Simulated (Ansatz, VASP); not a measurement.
# Two plane-wave programs on SnO

```
CELL_PARAMETERS angstrom
3.15267 0.00000 0.00000
0.00000 3.15267 0.00000
0.00000 0.00000 3.15267
ATOMIC_POSITIONS crystal
Sn 0.00000 0.00000 0.00000
O 0.50000 0.50000 0.50000
```

Change from the starting cell: volume scaled by 1.02.

Alike in both runs: task single point; functional PBE; k mesh 9 × 9 × 9; occupations fermi-dirac, width 0.05 eV; no spin polarisation.

|  | VASP | Ansatz |
| --- | --- | --- |
| version | VASP 6.6.1 | Ansatz 0.2.0 |
| potentials or method | VASP PAW PBE potentials, release 64 (Sn_d, O) | Ansatz PAW |
| plane-wave cutoff (eV) | 520 | 420 |
| valence electrons in the cell | 20 | 20 |

```csv
,VASP,Ansatz,Ansatz less VASP
gap on the k mesh at the Fermi level (eV),0.52,0.52,+0.005
least direct gap on the mesh (eV),0.89,0.89,+0.001
pressure (GPa),-1.9,-1.9,+0.03
```

Caveats: spin-orbit coupling is left out, which moves the levels of the heavy elements; an odd mesh through Γ misses points on the zone boundary, where band edges often lie (VASP); odd divisions of the mesh miss points on the zone boundary, where band edges often lie, so the gap on the mesh can be too wide (Ansatz); the pressure holds a Pulay correction of +0.5 GPa for the finite cutoff (Ansatz).
